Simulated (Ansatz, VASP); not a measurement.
# Two plane-wave programs on Al3Cu

```
CELL_PARAMETERS angstrom
3.89979 0.00000 0.00000
0.00000 3.89979 0.00000
0.00000 0.00000 3.76506
ATOMIC_POSITIONS crystal
Al 0.00000 0.50000 0.50000
Al 0.50000 0.00000 0.50000
Al 0.50000 0.50000 0.00000
Cu 0.00000 0.00000 0.00000
```

Change from the starting cell: strain +e along x and -e along y +0.0000, strain +e along z and -e/2 along x and y -0.0233.

Alike in both runs: task single point; functional LDA; k mesh 10 × 10 × 10; occupations gaussian, width 0.15 eV; no spin polarisation.

```csv
,VASP,Ansatz
version,VASP 6.6.1,Ansatz 0.2.0
potentials or method,"VASP PAW LDA potentials, release 64 (Al, Cu)","scalar-relativistic, plane waves, PAW"
plane-wave cutoff (eV),520,520
valence electrons in the cell,20,28
```

```tsv
	VASP	Ansatz	Ansatz less VASP
gap on the k mesh at the Fermi level (eV)	none	none	-
pressure (GPa)	0.8	0.1	-0.70
largest component of the traceless stress (GPa)	3.15	3.12	-0.028
```

A gap of «none» marks a metal or a gap that the smearing closes. The two sets of potentials don't hold the same shells in valence. Ansatz warned: «pseudo_functional_mismatch».
